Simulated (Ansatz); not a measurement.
Run on Ta (diamond type): DFT, PBE, all-electron LAPW, scalar-relativistic (Ansatz 0.2.0). This run: diamond relaxed under pressure.

The cell comes from a relaxation on PAW files under the same functional, begun from a prototype that needn't be the stable phase.

Command: `ansatz run input.yaml --threads 1 --pin off --max-ram 3584MiB --backend cpu --events-out ev --progress --plain --runs-dir out` It took 3 min on 1 thread of Intel(R) Xeon(R) Platinum 8488C (Sapphire Rapids) (shared host), peak memory 0.81 GiB.

```yaml
crystal:
  lattice:
    - [0.0, 2.6788786074, 2.6788786074]
    - [2.6788786074, 0.0, 2.6788786074]
    - [2.6788786074, 2.6788786074, 0.0]
  atoms:
    - { symbol: Ta, position: [-0.125, -0.125, -0.125] }
    - { symbol: Ta, position: [0.125, 0.125, 0.125] }
kpoints:
  mp_grid: { grid: [13, 13, 13] }
scf:
  occupations: { method: fermi_dirac, width: 0.08 }
hamiltonian:
  xc: pbe
  pseudopotentials: { kind: all_electron, lapw: { basis_error: 0.0005 } }
output:
  forces: true
  stress: true
  eigenvalues: true
relax:
  f_tol: 0.005
  max_steps: 12
  cell: { p_target: 54.0, stress_tol: 0.03 }
```

Output:

```
The last accepted step is kept in <dir> (removed where the run ends without a failure and the disk answers)
LAPW: plane waves up to 11.730 Å⁻¹, error target 5.0e-4 eV per atom; small_component_spin mean_spin; Ta in spheres of 1.125 Å, 45 of its electrons in bands, Dirac shells [] (how accurate: hamiltonian.pseudopotentials.lapw.basis_error, Limitations)
Engine: ansatz 0.2.0
Pseudopotentials: kind: all_electron
Pseudopotential: Ta, LAPW, valence charge 45, lapw/all_electron/scalar/gaussian/Ta, Koelling and Harmon's equation, gaussian nucleus
Functional definition: PBE
  parameter kappa = 0.804
  parameter beta = 0.06672455060314922
  exchange = pbe_x(kappa = kappa, mu = beta*pi^2/3)
  correlation = pbe_c(beta = beta)
Crystal: 2 atoms, lattice volume = 38.449 Å³
Basis set: ecut = 524.2389790273608 eV, 1067 PW (Γ), exchange–correlation at level 2
Bands: 54, of which v1, the nominal top of the filled ones, is band 45 counted from 1 (44 counted from 0)
Symmetry: 48 space group operations
Space group: Fd-3m (ITA 227), of the structure as read, at distance tolerance 3.4e-5 Å
k-points: 84 of 2197
Non-local potential: Ta, projectors of the file, none
Initial density: superposition of atomic densities (chi_scale 0.1, normalization cell)
Initial wavefunctions: plane waves of lowest kinetic energy (no species holds an atomic orbital)
Functional: x = pbe(κ = 0.804, μ = 0.2195149727645171), c = pbe(β = 0.06672455060314922)
iter 1 solved again at ethr=1.08e-3 eV; its pass at ethr=1.00e-1 eV (dr2=9.73e-1 eV) is discarded
SCF iter   1: F=—  HF=-849130.621291 eV  |F-HF|=—  |Δ(HF+E_count)|=         —  Δρ=4.29e-2  dr2=9.74e-1  ethr=1.08e-3  ⟨swp⟩=2.0  Hψ=27674  notcnv=0
preconditioner: auto → LDOS  [metal: Δε(μ)=0.035 eV  Ē_g=24.747 eV  σ=0.080 eV  W_gap=0.11  n_scr=14 (ndim 8)  ℏωp=42.3 eV  f_vac=0.088  D(μ)=2.23/eV (n_scr^D=14)  β→1.0]
iter 2 solved again at ethr=5.36e-5 eV; its pass at ethr=1.08e-3 eV (dr2=4.82e-2 eV) is discarded
SCF iter   2: F=—  HF=-849130.387143 eV  |F-HF|=—  |Δ(HF+E_count)|=   2.34e-1  Δρ=1.48e-2  dr2=4.82e-2  ethr=5.36e-5  ⟨swp⟩=2.0  Hψ=23255  notcnv=0
SCF iter   3: F=—  HF=-849130.361682 eV  |F-HF|=—  |Δ(HF+E_count)|=   2.55e-2  Δρ=6.66e-3  dr2=1.30e-2  ethr=5.35e-5  ⟨swp⟩=3.0  Hψ=15159  notcnv=0
SCF iter   4: F=—  HF=-849130.234032 eV  |F-HF|=—  |Δ(HF+E_count)|=   1.28e-1  Δρ=2.72e-3  dr2=1.82e-3  ethr=1.44e-5  ⟨swp⟩=2.1  Hψ=13102  notcnv=0
SCF iter   5: F=—  HF=-849130.223713 eV  |F-HF|=—  |Δ(HF+E_count)|=         —  Δρ=6.92e-4  dr2=8.28e-5  ethr=2.02e-6  ⟨swp⟩=3.0  Hψ=13444  notcnv=0
the basis was enlarged: its passes take 221.9 KiB over the memory plan, 1 of 1 planned eigensolver slots
SCF iter   6: F=—  HF=-849130.223422 eV  |F-HF|=—  |Δ(HF+E_count)|=   2.91e-4  Δρ=1.05e-4  dr2=1.11e-6  ethr=9.20e-8  ⟨swp⟩=3.0  Hψ=13592  notcnv=0
SCF iter   7: F=-849130.223421 eV  HF=-849130.223421 eV  |F-HF|=5.24e-9  |Δ(HF+E_count)|=   8.62e-7  Δρ=1.00e-5  dr2=1.20e-8  ethr=1.23e-9  ⟨swp⟩=3.0  Hψ=13592  notcnv=0
SCF 1 converged in 7 iterations: F = -849130.223421 eV  dr2 = 1.20e-8
relax step   1: F+E_penalty+E_count = -849130.22342073 eV  Δ(F+E_penalty+E_count) = +0.000e0 eV  max|allowed force component| = 1.110e-16 eV/Å  Δτ_max = 0.0000 Å  P = +53.328 GPa  Ω = 38.449 Å³  (7 SCF iters, accepted)
Crystal: 2 atoms, lattice volume = 38.264 Å³
Basis set: ecut = 525.9349226415259 eV, 1067 PW (Γ), exchange–correlation at level 2
Initial density: handed on by an earlier stage of this run
Initial wavefunctions: those handed on with the density
iter 1 solved again at ethr=1.57e-8 eV; its pass at ethr=1.00e-1 eV (dr2=1.42e-5 eV) is discarded
SCF iter   1: F=—  HF=-849130.160873 eV  |F-HF|=—  |Δ(HF+E_count)|=         —  Δρ=1.63e-4  dr2=1.86e-5  ethr=1.57e-8  ⟨swp⟩=4.3  Hψ=23483  notcnv=0
preconditioner: auto → LDOS  [metal: Δε(μ)=0.003 eV  Ē_g=24.874 eV  σ=0.080 eV  W_gap=0.01  n_scr=14 (ndim 8)  ℏωp=42.4 eV  f_vac=0.168  D(μ)=2.48/eV (n_scr^D=26)  β→1.0]
iter 2 solved again at ethr=1.48e-9 eV; its pass at ethr=1.57e-8 eV (dr2=1.34e-6 eV) is discarded
SCF iter   2: F=—  HF=-849130.160873 eV  |F-HF|=—  |Δ(HF+E_count)|=   1.16e-8  Δρ=4.55e-5  dr2=1.34e-6  ethr=1.48e-9  ⟨swp⟩=2.0  Hψ=22638  notcnv=0
SCF iter   3: F=—  HF=-849130.160870 eV  |F-HF|=—  |Δ(HF+E_count)|=   3.80e-6  Δρ=2.75e-5  dr2=4.44e-7  ethr=1.48e-9  ⟨swp⟩=3.0  Hψ=14201  notcnv=0
SCF iter   4: F=—  HF=-849130.160867 eV  |F-HF|=—  |Δ(HF+E_count)|=   2.20e-6  Δρ=1.19e-5  dr2=7.77e-8  ethr=4.94e-10  ⟨swp⟩=2.0  Hψ=13073  notcnv=0
SCF iter   5: F=-849130.160867 eV  HF=-849130.160867 eV  |F-HF|=6.03e-8  |Δ(HF+E_count)|=   3.66e-7  Δρ=2.96e-6  dr2=4.68e-9  ethr=8.63e-11  ⟨swp⟩=2.5  Hψ=13228  notcnv=0
SCF 2 converged in 5 iterations: F = -849130.160867 eV  dr2 = 4.68e-9
relax step   2: F+E_penalty+E_count = -849130.16086692 eV  Δ(F+E_penalty+E_count) = +6.255e-2 eV  max|allowed force component| = 7.401e-16 eV/Å  Δτ_max = 0.0000 Å  P = +54.542 GPa  Ω = 38.264 Å³  (5 SCF iters, accepted)
Crystal: 2 atoms, lattice volume = 38.346 Å³
[... lines left out ...]
iter 1 solved again at ethr=2.30e-12 eV; its pass at ethr=1.00e-1 eV (dr2=2.07e-9 eV) is discarded
SCF iter   1: F=—  HF=-849130.188895 eV  |F-HF|=—  |Δ(HF+E_count)|=         —  Δρ=2.66e-6  dr2=2.07e-9  ethr=1.45e-11 (applied; sched 2.30e-12)  ⟨swp⟩=3.0  Hψ=20528  notcnv=0
preconditioner: auto → LDOS  [metal: Δε(μ)=0.013 eV  Ē_g=24.861 eV  σ=0.080 eV  W_gap=0.04  n_scr=14 (ndim 8)  ℏωp=42.4 eV  f_vac=0.171  D(μ)=2.51/eV (n_scr^D=26)  β→1.0]
iter 2 solved again at ethr=1.00e-12 eV; its pass at ethr=2.30e-12 eV (dr2=1.14e-10 eV) is discarded
SCF iter   2: F=-849130.188895 eV  HF=-849130.188895 eV  |F-HF|=8.15e-10  |Δ(HF+E_count)|=   2.32e-8  Δρ=5.70e-7  dr2=1.14e-10  ethr=1.27e-11 (applied; sched 1.00e-12)  ⟨swp⟩=2.0  Hψ=22435  notcnv=0
SCF 4 converged in 2 iterations: F = -849130.188895 eV  dr2 = 1.14e-10
relax step   4: F+E_penalty+E_count = -849130.18889528 eV  Δ(F+E_penalty+E_count) = +3.842e-9 eV  max|allowed force component| = 3.331e-16 eV/Å  Δτ_max = 0.0000 Å  P = +53.998 GPa  Ω = 38.346 Å³  stress off target by 1.74e-3 GPa  SCF on the basis re-selected at this cell (its energy is not comparable with the rows above)  (2 SCF iters)
basis re-selected at this cell: Δ(F+E_penalty+E_count) = +3.842e-9 eV, ΔP = -0.000 GPa vs the last step (what re-selecting the basis moved, after the strain that the cell walked since its last selection, with what the two solves' SCF thresholds leave and, on support functions, any second-order correction that the steps lacked; it is no measure of the basis error at this ecutwfc). This SCF's stress stands 1.74e-3 GPa from its target on what of the cell is left free (relax.cell.stress_tol is 3.00e-2 GPa) and its largest allowed force component is 3.33e-16 eV/Å (relax.f_tol is 5.00e-3 eV/Å): within both
SCF converged after 2 iterations
Free energy (F): -849130.188895 eV
Harris-Foulkes:  -849130.188895 eV  (|F-HF|=8.15e-10)
Internal energy: -849130.135400 eV  (E = F + TS)
E sigma→0 (E₀):  -849130.162148 eV
Entropy (-TS):   -0.053495 eV (-26.747 meV/atom)
Fermi energy:    22.991177 eV
--- Per-component energies (eV) ---
  E_band       = -10328.600454
  E_kinetic    = 947898.781285
  E_xc         = -17254.014715
  E_electrostatic = -1779774.901971  (all electrons and nuclei)
  E_smearing   = -0.053495  (= −TS)
  E_closure    = 0.000000  (closes the sum)
  E_atoms      = -849118.739113  (free atoms, spherical and without spin; not in F)
  Σ components = -849130.188895   (vs F -849130.188895, Δ=0.00e0)
  Basis errors (estimates in eV, not in F): energy 2.0e-4 per atom: plane waves 1.8e-4 (1.1e-4 summed), levels above the bands 2.9e-71, relativity 3.4e-8, radial functions 1.7e-5, core shells 7.2e-12; eigenvalues (radial functions only) 1.1e-7; not estimated: angular momenta, meshes, grids; target (lapw.basis_error) 5.0e-4; muffin-tin radii Ta 1.124 Å
--- Forces (eV/Å), atoms counted from 1 ---
  atom   1  Ta     0.00000000     0.00000000     0.00000000
  atom   2  Ta    -0.00000000     0.00000000    -0.00000000
  max |Σ_I F_I| component: 2.59e-16 eV/Å
--- Stress (GPa, compression-positive) ---
       53.998265      -0.000000      -0.000000
       -0.000000      53.998265       0.000000
       -0.000000       0.000000      53.998265
  P = ⅓ Tr σ = 53.9983 GPa (539.983 kbar)
--- Band table (eV; the first three rows and the last of 84) ---
  k-point 0: bands = ["-510.7057", "-510.7057", "-371.2182", "-371.2182", "-371.2182", "-371.2182", "-371.2182", "-371.2182", "-192.7678", "-192.7678", "-192.7676", "-192.7676", "-192.7557", "-192.7557", "-192.7557", "-192.7552", "-192.7552", "-192.7552", "-44.4621", "-43.3877", "-11.8187", "-11.8187", "-11.8187", "-9.7224", "-9.7224", "-9.7224", "4.1716", "4.2328", "4.2328", "4.2328", "4.2890", "4.2890", "4.2890", "4.3993", "4.3993", "4.3993", "4.4485", "4.4485", "4.4485", "4.4933", "16.1041", "20.5191", "20.5191", "22.4458", "22.4458", "22.4458", "25.7572", "25.7572", "25.7572", "31.5234", "31.5234", "34.1307", "36.0998", "36.0998"]
  k-point 1: bands = ["-510.7057", "-510.7057", "-371.2182", "-371.2182", "-371.2182", "-371.2182", "-371.2182", "-371.2182", "-192.7678", "-192.7678", "-192.7676", "-192.7676", "-192.7557", "-192.7557", "-192.7557", "-192.7552", "-192.7552", "-192.7552", "-44.4509", "-43.4000", "-11.8354", "-11.8354", "-11.8200", "-9.7203", "-9.7024", "-9.7024", "4.1735", "4.2321", "4.2321", "4.2330", "4.2885", "4.2925", "4.2925", "4.3964", "4.3964", "4.3988", "4.4474", "4.4474", "4.4483", "4.4916", "16.2489", "20.4471", "20.4471", "22.4113", "22.6013", "22.6013", "25.4270", "25.7105", "25.7105", "31.4791", "31.4791", "33.9431", "36.1754", "36.1754"]
  k-point 2: bands = ["-510.7057", "-510.7057", "-371.2182", "-371.2182", "-371.2182", "-371.2182", "-371.2182", "-371.2182", "-192.7678", "-192.7678", "-192.7676", "-192.7676", "-192.7557", "-192.7557", "-192.7557", "-192.7552", "-192.7552", "-192.7552", "-44.4186", "-43.4354", "-11.8804", "-11.8804", "-11.8246", "-9.7135", "-9.6485", "-9.6485", "4.1790", "4.2314", "4.2314", "4.2336", "4.2869", "4.3009", "4.3009", "4.3887", "4.3887", "4.3970", "4.4441", "4.4441", "4.4479", "4.4868", "16.6662", "20.3227", "20.3227", "22.3302", "22.9072", "22.9072", "24.6128", "25.6478", "25.6478", "31.3442", "31.3442", "33.7980", "36.4131", "36.4131"]
  k-point 83: bands = ["-510.7057", "-510.7057", "-371.2182", "-371.2182", "-371.2182", "-371.2182", "-371.2182", "-371.2182", "-192.7677", "-192.7677", "-192.7677", "-192.7677", "-192.7558", "-192.7557", "-192.7555", "-192.7554", "-192.7552", "-192.7552", "-43.9861", "-43.8893", "-12.3694", "-12.3220", "-10.9092", "-10.6312", "-9.1273", "-9.0821", "4.2197", "4.2266", "4.2556", "4.2672", "4.2906", "4.3063", "4.3317", "4.3458", "4.3742", "4.3891", "4.3981", "4.4081", "4.4383", "4.4459", "18.9900", "19.0744", "22.0060", "22.1438", "23.4481", "23.5211", "24.1739", "24.7389", "28.7043", "28.9085", "30.0304", "30.1676", "30.9628", "30.9709"]
--- Relaxed structure (3 steps of the walk, 3 accepted, 1 SCFs on fresh bases) ---
  F+E_penalty+E_count = -849130.18889528 eV   max|allowed force component| = 3.331e-16 eV/Å   (the final SCF, on the basis selected at the relaxed cell)
  cell:  # Å, volume = 38.3463 Å³
    - [-2.248332909515179e-33, 2.6764824737921455, 2.6764824737921455]
    - [2.6764824737921455, 0.0, 2.6764824737921455]
    - [2.6764824737921455, 2.6764824737921455, 6.050754289063514e-34]
  atoms:
    - { symbol: Ta, position: [-0.125, -0.125, -0.125] }
    - { symbol: Ta, position: [0.125, 0.125, 0.125] }
```

Next run (beta tin relaxed under pressure), as changes to the input before:

```diff
   lattice:
-    - [0.0, 2.6788786074, 2.6788786074]
-    - [2.6788786074, 0.0, 2.6788786074]
-    - [2.6788786074, 2.6788786074, 0.0]
+    - [-2.4414924269, 2.4414924269, 1.3205565187]
+    - [2.4414924269, -2.4414924269, 1.3205565187]
+    - [2.4414924269, 2.4414924269, -1.3205565187]
   atoms:
-    - { symbol: Ta, position: [-0.125, -0.125, -0.125] }
-    - { symbol: Ta, position: [0.125, 0.125, 0.125] }
+    - { symbol: Ta, position: [-0.375, -0.125, -0.25] }
+    - { symbol: Ta, position: [0.375, 0.125, 0.25] }
 kpoints:
-  mp_grid: { grid: [13, 13, 13] }
+  mp_grid: { grid: [16, 16, 16] }
 scf:
```

Results part of the output:

```
basis re-selected at this cell: Δ(F+E_penalty+E_count) = +1.502e-8 eV, ΔP = +0.000 GPa vs the last step (what re-selecting the basis moved, after the strain that the cell walked since its last selection, with what the two solves' SCF thresholds leave and, on support functions, any second-order correction that the steps lacked; it is no measure of the basis error at this ecutwfc). This SCF's stress stands 2.39e-2 GPa from its target on what of the cell is left free (relax.cell.stress_tol is 3.00e-2 GPa) and its largest allowed force component is 1.39e-17 eV/Å (relax.f_tol is 5.00e-3 eV/Å): within both
SCF converged after 2 iterations
Free energy (F): -849135.599868 eV
Harris-Foulkes:  -849135.599868 eV  (|F-HF|=0.00e0)
Internal energy: -849135.560718 eV  (E = F + TS)
E sigma→0 (E₀):  -849135.580293 eV
Entropy (-TS):   -0.039150 eV (-19.575 meV/atom)
Fermi energy:    29.271817 eV
--- Per-component energies (eV) ---
  E_band       = -9791.969807
  E_kinetic    = 947898.394065
  E_xc         = -17253.878470
[... lines left out ...]
  k-point 1: bands = ["-504.7112", "-504.7112", "-365.2339", "-365.2339", "-365.2339", "-365.2339", "-365.2087", "-365.2087", "-186.8047", "-186.8046", "-186.7787", "-186.7787", "-186.7787", "-186.7787", "-186.7591", "-186.7589", "-186.7403", "-186.7403", "-38.2036", "-37.7448", "-5.6658", "-5.6644", "-3.8348", "-3.7549", "-3.7437", "-3.6860", "10.2901", "10.2901", "10.3070", "10.3072", "10.3158", "10.3179", "10.3192", "10.3215", "10.3249", "10.3325", "10.3434", "10.3488", "10.4023", "10.4192", "20.6458", "23.4344", "26.0801", "26.3613", "27.6089", "32.7630", "32.7979", "32.9693", "32.9834", "36.3681", "36.6977", "37.0606", "39.7813", "45.4648"]
  k-point 2: bands = ["-504.7112", "-504.7112", "-365.2339", "-365.2339", "-365.2339", "-365.2339", "-365.2087", "-365.2087", "-186.8047", "-186.8046", "-186.7787", "-186.7787", "-186.7787", "-186.7787", "-186.7591", "-186.7589", "-186.7403", "-186.7403", "-38.1903", "-37.7582", "-5.6248", "-5.6198", "-3.9305", "-3.8181", "-3.7498", "-3.6513", "10.2873", "10.2883", "10.2997", "10.3024", "10.3085", "10.3135", "10.3150", "10.3194", "10.3291", "10.3319", "10.3559", "10.3588", "10.4068", "10.4210", "20.9011", "23.6425", "26.2372", "26.2683", "27.5009", "32.8739", "33.0048", "33.1383", "33.1759", "35.3470", "36.0695", "36.5887", "40.8892", "45.0409"]
  k-point 348: bands = ["-504.7112", "-504.7112", "-365.2339", "-365.2339", "-365.2339", "-365.2339", "-365.2087", "-365.2087", "-186.8046", "-186.8046", "-186.7787", "-186.7787", "-186.7787", "-186.7787", "-186.7590", "-186.7590", "-186.7403", "-186.7403", "-37.9703", "-37.9703", "-6.0688", "-6.0688", "-3.7843", "-3.7843", "-3.4686", "-3.4686", "10.2290", "10.2290", "10.3024", "10.3024", "10.3133", "10.3133", "10.3153", "10.3153", "10.3360", "10.3360", "10.3992", "10.3992", "10.4065", "10.4065", "24.3929", "24.3929", "27.7750", "27.7750", "29.6305", "29.6305", "31.9515", "31.9515", "33.8745", "33.8745", "33.9688", "33.9688", "41.9803", "41.9803"]
--- Relaxed structure (3 steps of the walk, 2 accepted, 1 SCFs on fresh bases) ---
  F+E_penalty+E_count = -849135.59986755 eV   max|allowed force component| = 1.388e-17 eV/Å   (the final SCF, on the basis selected at the relaxed cell)
  cell:  # Å, volume = 31.4278 Å³
    - [-2.439989221751344, 2.439989221751344, 1.319709929265558]
    - [2.439989221751344, -2.439989221751344, 1.319709929265558]
    - [2.439989221751344, 2.439989221751344, -1.319709929265558]
  atoms:
    - { symbol: Ta, position: [-0.375, -0.125, -0.25] }
    - { symbol: Ta, position: [0.375, 0.125, 0.25] }
```

Next run (omega relaxed under pressure), as changes to the input before:

```diff
   lattice:
-    - [-2.4414924269, 2.4414924269, 1.3205565187]
-    - [2.4414924269, -2.4414924269, 1.3205565187]
-    - [2.4414924269, 2.4414924269, -1.3205565187]
+    - [4.5328864471, 0.0, 0.0]
+    - [-2.2664432236, 3.9255948156, 0.0]
+    - [0.0, 0.0, 2.5701244003]
   atoms:
-    - { symbol: Ta, position: [-0.375, -0.125, -0.25] }
-    - { symbol: Ta, position: [0.375, 0.125, 0.25] }
+    - { symbol: Ta, position: [0.0, 0.0, 0.0] }
+    - { symbol: Ta, position: [0.3333333333, 0.6666666667, 0.5] }
+    - { symbol: Ta, position: [0.6666666667, 0.3333333333, 0.5] }
 kpoints:
-  mp_grid: { grid: [16, 16, 16] }
+  mp_grid: { grid: [8, 8, 12] }
 scf:
```

Command: `ansatz run input.yaml --threads 1 --pin off --max-ram 3584MiB --backend cpu --events-out ev --progress --plain --runs-dir out` It took 5.6 min on 1 thread of Intel(R) Xeon(R) Platinum 8488C (Sapphire Rapids), with other jobs on the host, peak memory 0.89 GiB.

Results part of the output:

```
basis re-selected at this cell: Δ(F+E_penalty+E_count) = -2.740e-7 eV, ΔP = -0.000 GPa vs the last step (what re-selecting the basis moved, after the strain that the cell walked since its last selection, with what the two solves' SCF thresholds leave and, on support functions, any second-order correction that the steps lacked; it is no measure of the basis error at this ecutwfc). This SCF's stress stands 1.75e-3 GPa from its target on what of the cell is left free (relax.cell.stress_tol is 3.00e-2 GPa) and its largest allowed force component is 1.48e-16 eV/Å (relax.f_tol is 5.00e-3 eV/Å): within both
SCF converged after 2 iterations
Free energy (F): -1273705.207493 eV
Harris-Foulkes:  -1273705.207493 eV  (|F-HF|=2.42e-8)
Internal energy: -1273705.165547 eV  (E = F + TS)
E sigma→0 (E₀):  -1273705.186520 eV
Entropy (-TS):   -0.041946 eV (-13.982 meV/atom)
Fermi energy:    30.134986 eV
--- Per-component energies (eV) ---
  E_band       = -14541.931800
  E_kinetic    = 1421848.802255
  E_xc         = -25880.575592
[... lines left out ...]
  k-point 2: bands = ["-503.6751", "-503.6751", "-503.5194", "-364.1939", "-364.1939", "-364.1939", "-364.1939", "-364.1825", "-364.1825", "-364.0425", "-364.0313", "-364.0313", "-185.7460", "-185.7460", "-185.7460", "-185.7460", "-185.7418", "-185.7418", "-185.7418", "-185.7418", "-185.7153", "-185.7152", "-185.5976", "-185.5976", "-185.5772", "-185.5772", "-185.5738", "-37.0471", "-36.7994", "-36.7331", "-4.2485", "-4.2485", "-3.7406", "-3.7406", "-3.3126", "-2.9527", "-2.9215", "-2.7613", "-2.7613", "11.2932", "11.3018", "11.3274", "11.3274", "11.3525", "11.3525", "11.3627", "11.3627", "11.3728", "11.3728", "11.3838", "11.4080", "11.4136", "11.4283", "11.4970", "11.4970", "11.5147", "11.5147", "11.5350", "11.5364", "11.5515", "22.3657", "27.1255", "27.7201", "27.7201", "28.0969", "28.0969", "29.9173", "30.8460", "31.1994", "31.1994", "32.6852", "32.6852", "33.9860", "33.9860", "37.1521", "37.1521", "39.2408", "40.9105", "43.6387", "43.6387", "43.9461"]
  k-point 69: bands = ["-503.6751", "-503.6751", "-503.5194", "-364.1939", "-364.1939", "-364.1939", "-364.1939", "-364.1825", "-364.1825", "-364.0425", "-364.0313", "-364.0313", "-185.7460", "-185.7460", "-185.7460", "-185.7460", "-185.7418", "-185.7418", "-185.7418", "-185.7418", "-185.7152", "-185.7152", "-185.5976", "-185.5976", "-185.5772", "-185.5772", "-185.5737", "-36.7915", "-36.7609", "-36.6148", "-4.7544", "-4.6769", "-4.5849", "-3.8832", "-3.5578", "-3.3764", "-3.1830", "-3.1388", "-2.7458", "11.3026", "11.3041", "11.3083", "11.3405", "11.3496", "11.3511", "11.3530", "11.3560", "11.3652", "11.3655", "11.3958", "11.4207", "11.4255", "11.4371", "11.4595", "11.4971", "11.4975", "11.5357", "11.5363", "11.5609", "11.5609", "24.5336", "26.2987", "26.9385", "27.1111", "27.7365", "28.3822", "29.5090", "30.6082", "30.6940", "31.0772", "32.5212", "34.7153", "35.4812", "37.0297", "38.5574", "38.9864", "39.2956", "40.6133", "43.0579", "44.4225", "44.5708"]
--- Relaxed structure (4 steps of the walk, 3 accepted, 1 SCFs on fresh bases) ---
  F+E_penalty+E_count = -1273705.20749270 eV   max|allowed force component| = 1.480e-16 eV/Å   (the final SCF, on the basis selected at the relaxed cell)
  cell:  # Å, volume = 45.6615 Å³
    - [4.530827145161174, 2.8854532129261412e-11, -4.145807333438027e-45]
    - [-2.2654135726055755, 3.9238114078512742, -5.637716123675385e-34]
    - [-6.165845285860017e-86, -3.6910665649411865e-34, 2.56841057046484]
  atoms:
    - { symbol: Ta, position: [1.4606459447385837e-36, 2.1804819508291315e-35, -1.0295115178936058e-84] }
    - { symbol: Ta, position: [0.33333333333333326, 0.6666666666666665, 0.5000000000000001] }
    - { symbol: Ta, position: [0.6666666666666667, 0.3333333333333333, 0.5000000000000001] }
```

Spin–orbit coupling is left out, which matters for the heavy atoms.
